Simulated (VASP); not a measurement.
Crystal: ZnS (Wurtzite-2H).

```
Zn S
1.0
     3.81100    0.00000    0.00000
    -1.90550    3.30042    0.00000
     0.00000    0.00000    6.23400
Zn S
2 2
Direct
  0.66667 0.33333 0.50000
  0.33333 0.66667 0.00000
  0.66667 0.33333 0.88500
  0.33333 0.66667 0.38500
```

Base run:

| Item | Value |
| --- | --- |
| Program | VASP 6.6.1 |
| Functional | revPBE |
| Potentials or basis | VASP PAW PBE potentials, release 64 (Zn, S) |
| Cutoff | 520 eV |
| k mesh | 8 × 8 × 5 |
| Occupations | fermi-dirac, width 0.05 eV |
| Spin | no spin polarisation |

Its results: band gap on the k mesh 2.38 eV, direct.

After a change of settings the same cell gave: band gap on the k mesh 2.25 eV, direct. Which change was it?
A. functional from revPBE to LAK; further incar settings from ALGO = Normal; EDIFF = 1e-07 to ALGO = Normal; EDIFF = 1e-06
B. functional from revPBE to PBE
C. functional from revPBE to TPSS; further incar settings from ALGO = Normal; EDIFF = 1e-07 to ALGO = Normal; EDIFF = 1e-06; NBANDS = 26
D. functional from revPBE to RPBE; further incar settings from ALGO = Normal; EDIFF = 1e-07 to ALGO = Fast; EDIFF = 1e-06; NBANDS = 26

B.

Not every run made on this cell is shown here.
